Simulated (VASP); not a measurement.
# Sr (P6_3/mmc) in VASP: notebook

Runs on Sr. Level: PBE. Tasks: electric field gradients.

Everything below comes from runs of VASP 6.6.1. Logs are shortened: lines on timing, memory, paths and dates and some standing lists are left out, and cuts for length are marked.

## 1. The undisturbed crystal

It takes space group P6_3/mmc (No. 194, hexagonal). The conventional cell has a = 4.270 Å, b = 4.270 Å, c = 6.999 Å, α = 90.00°, β = 90.00°, γ = 120.00°. Around Sr (site symmetry -6m2) lie 12 Sr at 4.27 to 4.28 Å.

This isn't the form of Sr at room conditions, which is fcc.

## 2. Electric field gradients, PBE (volume scaled by 0.96, crystal datasets)

Contents of INCAR:

```
SYSTEM = Sr
  PREC = Accurate
  ENCUT = 520
  EDIFF = 1E-8
  ISMEAR = -1
  SIGMA = 0.08
  LREAL = .False.
  LASPH = .True.
  NELM = 100
  ALGO = Fast
  ISIF = 2
  LWAVE = .False.
  LCHARG = .False.
  GGA = PE
  LEFG = .True.
  NBANDS = 17
```

Contents of KPOINTS:

```
Automatic mesh
0
Gamma
  11 11 6
  0 0 0
```

Contents of POSCAR:

```
Sr
1.0
    4.2119169548      0.0000000000      0.0000000000
   -2.1059584774      3.6476270815      0.0000000000
    0.0000000000      0.0000000000      6.9040938991
Sr
2
Direct
    0.3333333333      0.6666666667      0.2500000000
    0.6666666667      0.3333333333      0.7500000000
```

Potentials or basis: VASP PAW PBE potentials, release 64 (Sr_sv).

Run with:

```console
$ cat potpaw_PBE.64/Sr_sv/POTCAR > POTCAR
$ mpirun -np 1 vasp_std > vasp.out
```

OUTCAR:

```text
SYSTEM = Sr
   PREC = Accurate
   ENCUT = 520
   EDIFF = 1E-8
   ISMEAR = -1
   LREAL = .False.
   LASPH = .True.
   NELM = 100
   ISIF = 2
   GGA = PE

 ion  position               nearest neighbor table
   1  0.333  0.667  0.250-   2 4.22   2 4.22   2 4.22   2 4.22   2 4.22   2 4.22
   2  0.667  0.333  0.750-   1 4.22   1 4.22   1 4.22   1 4.22   1 4.22   1 4.22

  LATTYP: Found a hexagonal cell.
 ALAT       =     4.2119169548
 C/A-ratio  =     1.6391809177

  Lattice vectors:

 A1 = (   4.2119169548,   0.0000000000,   0.0000000000)
 A2 = (  -2.1059584774,   3.6476270815,   0.0000000000)
 A3 = (   0.0000000000,   0.0000000000,   6.9040938991)

Analysis of symmetry for initial positions (statically):
=====================================================================
 Subroutine PRICEL returns:
 Original cell was already a primitive cell.

 Routine SETGRP: Setting up the symmetry group for a
 hexagonal supercell.

 Subroutine GETGRP returns: Found 24 space group operations
 (whereof 12 operations were pure point group operations)
 out of a pool of 24 trial point group operations.

The static configuration has the point symmetry D_3d.
 The point group associated with its full space group is D_6h.

Analysis of symmetry for dynamics (positions and initial velocities):
=====================================================================
 Subroutine PRICEL returns:
 Original cell was already a primitive cell.

 Routine SETGRP: Setting up the symmetry group for a
 hexagonal supercell.

 Subroutine GETGRP returns: Found 24 space group operations
 (whereof 12 operations were pure point group operations)
 out of a pool of 24 trial point group operations.

The dynamic configuration has the point symmetry D_3d.
 The point group associated with its full space group is D_6h.

 Subroutine INISYM returns: Found 24 space group operations
 (whereof 12 operations are pure point group operations),
 and found     1 'primitive' translations

----------------------------------------------------------------------------------------

                                     Primitive cell

  volume of cell :     106.0711

  direct lattice vectors                    reciprocal lattice vectors
     4.211916955  0.000000000  0.000000000     0.237421585  0.137075416  0.000000000
    -2.105958477  3.647627082  0.000000000     0.000000000  0.274150832  0.000000000
     0.000000000  0.000000000  6.904093899     0.000000000  0.000000000  0.144841599

  length of vectors
     4.211916955  4.211916955  6.904093899     0.274150832  0.274150832  0.144841599

  position of ions in fractional coordinates (direct lattice)
     0.333333333  0.666666667  0.250000000
     0.666666667  0.333333333  0.750000000

  ion indices of the primitive-cell ions
   primitive index   ion index
                 1           1
                 2           2

----------------------------------------------------------------------------------------

 KPOINTS: Automatic mesh

Automatic generation of k-mesh.
 Grid dimensions read from file:
 generate k-points for:   11   11    6

 Generating k-lattice:

  Cartesian coordinates                     Fractional coordinates (reciprocal lattice)
     0.021583780  0.012461401  0.000000000     0.090909091  0.000000000  0.000000000
     0.000000000  0.024922803  0.000000000     0.000000000  0.090909091  0.000000000
     0.000000000  0.000000000  0.024140267     0.000000000  0.000000000  0.166666667

  Length of vectors
     0.024922803  0.024922803  0.024140267

  Shift w.r.t. Gamma in fractional coordinates (k-lattice)
     0.000000000  0.000000000  0.000000000

 Subroutine IBZKPT returns following result:
 ===========================================

 Found     64 irreducible k-points:

 Following reciprocal coordinates:
            Coordinates               Weight
  0.000000  0.000000  0.000000      1.000000
  0.090909  0.000000  0.000000      6.000000
  0.181818  0.000000  0.000000      6.000000
  0.272727  0.000000  0.000000      6.000000
  0.363636  0.000000  0.000000      6.000000
  0.454545  0.000000  0.000000      6.000000
[... 16 lines left out ...]
  0.090909  0.090909  0.166667     12.000000
  0.181818  0.090909  0.166667     24.000000
 [... further k-points ...]
   k-points           NKPTS =     64   k-points in BZ     NKDIM =     64   number of bands    NBANDS=     17
   number of dos      NEDOS =    301   number of ions     NIONS =      2
   total plane-waves  NPLWV =  55296
   dimension x,y,z NGX =    32 NGY =   32 NGZ =   54
   dimension x,y,z NGXF=    64 NGYF=   64 NGZF=  108
   ions per type =               2
   NGX,Y,Z   is equivalent  to a cutoff of  12.63, 12.63, 13.00 a.u.
   NGXF,Y,Z  is equivalent  to a cutoff of  25.26, 25.26, 26.01 a.u.
 SYSTEM =  Sr
   PREC   = accura    normal or accurate (medium, high low for compatibility)
   ISTART =      0    job   : 0-new  1-cont  2-samecut
   ICHARG =      2    charge: 1-file 2-atom 10-const
   ISPIN  =      1    spin polarized calculation?
   LNONCOLLINEAR =      F non collinear calculations
   LSORBIT =      F    spin-orbit coupling
   LASPH  =      T    aspherical Exc in radial PAW
   ENCUT  =  520.0 eV  38.22 Ry    6.18 a.u.   7.83  7.83 12.84*2*pi/ulx,y,z
   NELM   =    100;   NELMIN=  2; NELMDL= -5     # of ELM steps
   EDIFF  = 0.1E-07   stopping-criterion for ELM
   LREAL  =      F    real-space projection
   EDIFFG = 0.1E-06   stopping-criterion for IOM
   NSW    =      0    number of steps for IOM
   IBRION =     -1    ionic relax: 0-MD 1-quasi-New 2-CG
   NFREE  =      0    steps in history (QN), initial steepest desc. (CG)
   ISIF   =      2    stress and relaxation
   ISYM   =      2    0-nonsym 1-usesym 2-fastsym
   POTIM  = 0.5000    time-step for ionic-motion
   TEBEG  =    0.0;   TEEND  =   0.0 temperature during run
   PSTRESS=    0.0 pullay stress
   NELECT =      20.0000    total number of electrons
   NUPDOWN=      -1.0000    fix difference up-down
   EMIN   =  10.00;   EMAX   =-10.00  energy-range for DOS
   EFERMI =   0.00;   METHOD = LEGACY
   ISMEAR =    -1;   SIGMA  =   0.08  broadening in eV -4-tet -1-fermi 0-gaus
   EFERMI_NEDOS =   21; number of points for ismear=-14 and -15
   IALGO  =     68    algorithm
   IMIX   =      4    mixing-type and parameters
     AMIX     =   0.40;   BMIX     =  1.00
     AMIX_MAG =   1.60;   BMIX_MAG =  1.00
  volume/ion in A,a.u.               =      53.04       357.90
  Fermi-wavevector in a.u.,A,eV,Ry     =   0.938756  1.773991 11.990297  0.881262
  Thomas-Fermi vector in A             =   2.065999
   LORBIT       =      0    0 simple, 1 ext, 2 COOP (PROOUT), +10 PAW based schemes
   GGA     = PE    functional components
   LHFCALC =     F    Hartree Fock is set to
   AEXX    =    0.0000 exact exchange contribution
   IVDW    =     0    specifies the selected vdW correction
   LEPSILON=     F    determine dielectric tensor
   LRPA    =     F    only Hartree local field effects (RPA)
 non-spin polarized calculation
 RMM-DIIS sequential band-by-band and
  energy-cutoff  :      520.00
  volume of cell :      106.07
 maximum number of plane-waves:      2874
 NGX is ok and might be reduce to    32
   NGX = 15   NGY = 15   NGZ = 25

 number of electron      20.0000000 magnetization

 Free energy of the ion-electron system (eV)
  ---------------------------------------------------
  ext. energy  EPLUGINS =         0.00000000
  ---------------------------------------------------
  free energy    TOTEN  =        -3.28945935 eV

  energy without entropy =       -3.23319050  energy(sigma->0) =       -3.26132493

 E-fermi :   1.7079     XC(G=0):  -7.4605

 val. band max:        1.6673250776   @ k =   0.3636   0.0909   0.0000
 cond. band min:       1.7243114417   @ k =   0.2727   0.0000   0.0000
 fundamental gap:      0.0569863641
 Fermi energy:         1.7078610763

 k-point     1 :       0.0000    0.0000    0.0000
  band No.  band energies     occupation
      1     -34.8298      2.00000
      2     -34.8135      2.00000
      3     -16.9296      2.00000
      4     -16.7424      2.00000
      5     -16.7424      2.00000
      6     -16.7126      2.00000
[... 9 lines left out ...]
     16       4.4765      0.00000
     17       5.0230      0.00000

 k-point     2 :       0.0909    0.0000    0.0000
  band No.  band energies     occupation
      1     -34.8286      2.00000
      2     -34.8130      2.00000
      3     -16.9237      2.00000
      4     -16.7560      2.00000
      5     -16.7467      2.00000
      6     -16.7268      2.00000
[... 9 lines left out ...]
     16       4.5939      0.00000
     17       4.8439      0.00000

 k-point     3 :       0.1818    0.0000    0.0000
  band No.  band energies     occupation
      1     -34.8254      2.00000
      2     -34.8114      2.00000
      3     -16.9071      2.00000
      4     -16.7928      2.00000
      5     -16.7642      2.00000
      6     -16.7579      2.00000
[... 9 lines left out ...]
     16       4.5920      0.00000
     17       4.6077      0.00000

 k-point     4 :       0.2727    0.0000    0.0000
  band No.  band energies     occupation
      1     -34.8210      2.00000
      2     -34.8096      2.00000
      3     -16.8829      2.00000
      4     -16.8413      2.00000
      5     -16.8117      2.00000
      6     -16.7721      2.00000
[... 9 lines left out ...]
     16       4.9939      0.00000
     17       5.0411      0.00000
[... 343 lines left out ...]
      1     -34.8132      2.00000
      2     -34.8082      2.00000
      3     -16.9197      2.00000
      4     -16.8880      2.00000
      5     -16.8199      2.00000
      6     -16.7889      2.00000
[... 9 lines left out ...]
     16       5.9459      0.00000
     17       6.0694      0.00000

 k-point    23 :       0.0909    0.0909    0.1667
  band No.  band energies     occupation
      1     -34.8255      2.00000
      2     -34.8129      2.00000
      3     -16.9014      2.00000
      4     -16.7751      2.00000
      5     -16.7659      2.00000
      6     -16.7487      2.00000
[... 9 lines left out ...]
     16       4.6037      0.00000
     17       4.9507      0.00000

 k-point    24 :       0.1818    0.0909    0.1667
  band No.  band energies     occupation
      1     -34.8218      2.00000
      2     -34.8110      2.00000
      3     -16.8870      2.00000
      4     -16.8123      2.00000
      5     -16.8035      2.00000
      6     -16.7643      2.00000
[... 9 lines left out ...]
     16       4.7737      0.00000
     17       5.0303      0.00000

 [... further k-points ...]

------------------------ aborting loop because EDIFF is reached ----------------------------------------

  FORCE on cell =-STRESS in cart. coord.  units (eV):
  Direction    XX          YY          ZZ          XY          YZ          ZX
  --------------------------------------------------------------------------------------
  -------------------------------------------------------------------------------------
  Total        0.3429536      0.3429536      0.3535251      0.0000000      0.0000000     -0.0000000
  in kB        5.1802302      5.1802302      5.3399097      0.0000000      0.0000000     -0.0000000
  external PRESSURE =       5.2334567 kB  Pullay stress =       0.0000000 kB

 VOLUME and BASIS-vectors are now :
 -----------------------------------------------------------------------------
  energy-cutoff  :      520.00
  volume of cell :      106.07
      direct lattice vectors                 reciprocal lattice vectors
     4.211916955  0.000000000  0.000000000     0.237421585  0.137075416  0.000000000
    -2.105958477  3.647627082  0.000000000     0.000000000  0.274150832  0.000000000
     0.000000000  0.000000000  6.904093899     0.000000000  0.000000000  0.144841599

 POSITION                                       TOTAL-FORCE (eV/Angst)
 -----------------------------------------------------------------------------------
     -0.00000      2.43175      1.72602         0.000000     -0.000000      0.000000
      2.10596      1.21588      5.17807        -0.000000      0.000000      0.000000
 -----------------------------------------------------------------------------------
    total drift:                                0.000000     -0.000000      0.000000

  FREE ENERGIE OF THE ION-ELECTRON SYSTEM (eV)
  ---------------------------------------------------
  free  energy   TOTEN  =        -3.2894593535 eV

  energy  without entropy=       -3.2331904985  energy(sigma->0) =       -3.26132493

 Electric field gradients (V/A^2)
---------------------------------------------------------------------
 ion       V_xx      V_yy      V_zz      V_xy      V_xz      V_yz
---------------------------------------------------------------------
   1       1.894     1.894    -3.789     0.000    -0.000     0.000
   2       1.894     1.894    -3.789     0.000     0.000    -0.000
---------------------------------------------------------------------

 Electric field gradients after diagonalization (V/A^2)
 (convention: |V_zz| > |V_xx| > |V_yy|)
----------------------------------------------------------------------
 ion       V_xx      V_yy      V_zz     asymmetry (V_yy - V_xx)/ V_zz
----------------------------------------------------------------------
   1       1.894     1.894    -3.789       0.000
   2       1.894     1.894    -3.789       0.000
----------------------------------------------------------------------

           NMR quadrupolar parameters

 Cq : quadrupolar parameter    Cq=e*Q*V_zz/h
 eta: asymmetry parameters     (V_yy - V_xx)/ V_zz
 Q  : nuclear electric quadrupole moment in mb (millibarn)
----------------------------------------------------------------------
 ion       Cq(MHz)       eta       Q (mb)
----------------------------------------------------------------------
   1      -0.009       0.000       1.000
   2      -0.009       0.000       1.000
----------------------------------------------------------------------
```

Run time: 2 min. Hardware: 1 thread of Intel Xeon Platinum 8488C (Sapphire Rapids), shared host; peak memory 0.28 GiB.

Results:

```yaml
Free_energy: -3.2895 eV
Pressure: 0.5 GPa
Band_gap_on_the_k_mesh: none (metal or under the smearing width)
```

Levels at points of the mesh, in eV from the Fermi level:
| k point | band 7 | band 8 | band 9 | band 10 | band 11 | band 12 | band 13 | band 14 |
| --- | --- | --- | --- | --- | --- | --- | --- | --- |
| (0.00, 0.00, 0.00) | -18.42 | -18.42 | -3.70 | -1.16 | 0.10 | 2.33 | 2.35 | 2.35 |
| (0.00, 0.00, 0.50) | -18.44 | -18.44 | -2.73 | -2.73 | 1.29 | 1.29 | 2.34 | 2.34 |

Electric field gradients, principal values (V/Å²):
| atom | Vxx | Vyy | Vzz |
| --- | --- | --- | --- |
| 1 Sr | 1.894 | 1.894 | -3.789 |
| 2 Sr | 1.894 | 1.894 | -3.789 |

(Continued in part 2 of 2.)
